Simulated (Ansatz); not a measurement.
Results of PBEsol in Ansatz (PAW) for chalcopyrite CuInS2.

Run with plane-wave cutoff 520 eV, 10×10×10 k mesh, Fermi–Dirac smearing 0.01 eV, no spin polarisation, scalar-relativistic PAW data made under PBE.

Shape and atoms are relaxed at each volume.

Pressure at four volumes; x = ln(V/20.749 Å³). One pressure is withheld.

| V (Å³/atom) | x | P (GPa) |
|---|---|---|
| 19.919 | -0.0408 | 3.43 |
| 20.749 | 0.0000 | 0.00 |
| 21.164 | 0.0198 | -1.44 |
| 21.579 | 0.0392 | ? |

Question: Pass a parabola P(x) through the three rows shown, estimate the bulk modulus and its pressure derivative near zero pressure, and predict the withheld pressure.

Answer: Slopes between the rows: (0.00 − (3.43))/(0.0000 − (-0.0408)) = -84.07 and (-1.44 − (0.00))/(0.0198 − (0.0000)) = -72.73 GPa. Their difference over the span 0.0606 is c = 11.34/0.0606 = 187.1 GPa, so P(x) = 3.43 + (-84.07)(x − (-0.0408)) + 187.1 (x − (-0.0408))(x − (0.0000)). At the middle row B = −dP/dx = −[-84.07 + 187.1 × 0.0408] = 76.4 GPa, and B′ = dB/dP = 2c/B = 4.9. At x = 0.0392 the parabola gives -2.71 GPa; the run gives -2.72 GPa. The Birch–Murnaghan fit to the energies at all volumes has B0 = 76.1 GPa and B′ = 4.9.

Note: the gap of the solid is closed in this run; this level leaves the solid without a gap, although one is measured; the bulk modulus comes from volumes at which shape and atoms were relaxed.

Spin–orbit coupling is not included; it can open a gap where bands touch, and shift volumes and moduli.

Ansatz is a program for electronic structure.
